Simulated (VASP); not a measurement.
Crystal: Si.

```
Si
1.0
     0.00000    2.72185    2.72185
     2.72185    0.00000    2.72185
     2.72185    2.72185    0.00000
Si
2
Direct
  0.50000 0.50000 0.50000
  0.75000 0.75000 0.75000
```

* Program: VASP 6.6.1
* Task: relaxation of cell and atoms
* Functional: BLYP
* Dispersion: D3
* Potentials or basis: VASP PAW PBE potentials, release 64 (Si)
* Cutoff: 600 eV
* k mesh: 8 × 8 × 8
* Occupations: fermi-dirac, width 0.05 eV
* Spin: no spin polarisation

At the start: pressure 3.3 GPa; volume 20.16 Å³/atom.

Q: How do energy, volume and symmetry change on relaxing?

A: Over 3 steps the energy falls by 8.1 meV/atom and the volume is 20.98 Å³/atom (+4.1 %); space group Fd-3m (No. 227, to 0.05 Å).

The path:
```
step  energy change (eV)  largest force (eV/Å)  pressure (GPa)  volume (Å³)
   1              0.0000                0.0000            3.31        40.33
   2             -0.0124                0.0000           -1.37        42.81
   3             -0.0162                0.0000            0.00        41.97
```

Final structure:
```
CELL_PARAMETERS angstrom
0.00000 2.75818 2.75818
2.75818 0.00000 2.75818
2.75818 2.75818 0.00000
ATOMIC_POSITIONS crystal
Si 0.50000 0.50000 0.50000
Si 0.75000 0.75000 0.75000
```

Caveat: the PAW data sets were made with another functional, which shifts forces and pressure a little.
